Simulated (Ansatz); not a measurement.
# Si: the cost of one run

Method: DFT PBE, scalar-relativistic, plane waves, PAW, in Ansatz 0.2.0.

## 1. The starting structure

It takes space group Ia-3d (No. 230, cubic). Conventional cell: a = 7.250 Å, b = 7.250 Å, c = 7.250 Å, α = 90.00°, β = 90.00°, γ = 90.00°. Si (site symmetry -4) is surrounded by 4 Si at 2.22 Å.

As a file:

```
Si
1.0
    -3.62524    3.62524    3.62524
     3.62524   -3.62524    3.62524
     3.62524    3.62524   -3.62524
Si
12
Direct
  0.12500 0.75000 0.87500
  0.75000 0.37500 0.62500
  0.62500 0.37500 0.25000
  0.75000 0.87500 0.12500
  0.12500 0.87500 0.25000
  0.25000 0.12500 0.87500
  0.87500 0.12500 0.75000
  0.37500 0.62500 0.75000
  0.37500 0.25000 0.62500
  0.87500 0.25000 0.12500
  0.25000 0.62500 0.37500
  0.62500 0.75000 0.37500
```

Recipe of the guess: 4-connected net of one element (Ia-3d, No. 230). Its size is a rough estimate.

## 2. A first look at the guess

input.yaml

```yaml
crystal:
  lattice:
    - [-3.62524482, 3.62524482, 3.62524482]
    - [3.62524482, -3.62524482, 3.62524482]
    - [3.62524482, 3.62524482, -3.62524482]
  atoms:
    - { symbol: Si, position: [0.125, 0.75, 0.875] }
    - { symbol: Si, position: [0.75, 0.375, 0.625] }
    - { symbol: Si, position: [0.625, 0.375, 0.25] }
    - { symbol: Si, position: [0.75, 0.875, 0.125] }
    - { symbol: Si, position: [0.125, 0.875, 0.25] }
    - { symbol: Si, position: [0.25, 0.125, 0.875] }
    - { symbol: Si, position: [0.875, 0.125, 0.75] }
    - { symbol: Si, position: [0.375, 0.625, 0.75] }
    - { symbol: Si, position: [0.375, 0.25, 0.625] }
    - { symbol: Si, position: [0.875, 0.25, 0.125] }
    - { symbol: Si, position: [0.25, 0.625, 0.375] }
    - { symbol: Si, position: [0.625, 0.75, 0.375] }
basis:
  ecutwfc: 420
kpoints:
  mp_grid: { grid: [4, 4, 4] }
hamiltonian:
  xc: pbe
scf:
  occupations: { method: gaussian, width: 0.1 }
  lower_state_search: "off"
output:
  forces: true
  stress: true
  eigenvalues: true
```

Launch:

```bash
ansatz run input.yaml --threads 1 --pin off --max-ram 2560MiB --backend cpu --events-out ev --progress --plain --runs-dir out
```

Q: Estimate wall time and peak memory on 1 thread of Arm Neoverse V2, shared host.

About 3 s, with a peak of 0.38 GiB.
